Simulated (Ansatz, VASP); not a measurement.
# Two plane-wave programs on CdTe

```xyz
2
Lattice="0.0000 3.3096 3.3096 3.3096 0.0000 3.3096 3.3096 3.3096 0.0000" Properties=species:S:1:pos:R:3 pbc="T T T"
Cd    0.0000    0.0000    0.0000
Te    4.9644    4.9644    4.9644
```

Alike in both runs: functional PBE; k mesh 8 × 8 × 8; occupations gaussian, width 0.02 eV; no spin polarisation.

Ansatz relaxed the structure, and its values are those at the end. VASP's run is a single point on that final structure, the one shown.

|  | VASP | Ansatz |
| --- | --- | --- |
| version | VASP 6.6.1 | Ansatz 0.2.0 |
| potentials or method | VASP PAW PBE potentials, release 64 (Cd, Te) | scalar-relativistic, plane waves, PAW |
| plane-wave cutoff (eV) | 520 | 420 |
| valence electrons in the cell | 18 | 36 |

```csv
,VASP,Ansatz,Ansatz less VASP
gap on the k mesh at the Fermi level (eV),0.58,0.58,+0.002
least direct gap on the mesh (eV),0.58,0.58,+0.002
pressure (GPa),0.1,0.0,-0.11
```

The two sets of potentials don't hold the same shells in valence.

Caveats: spin-orbit coupling is left out, which moves the levels of the heavy elements. PBE gaps usually lie below the measured ones, often by a third to a half.
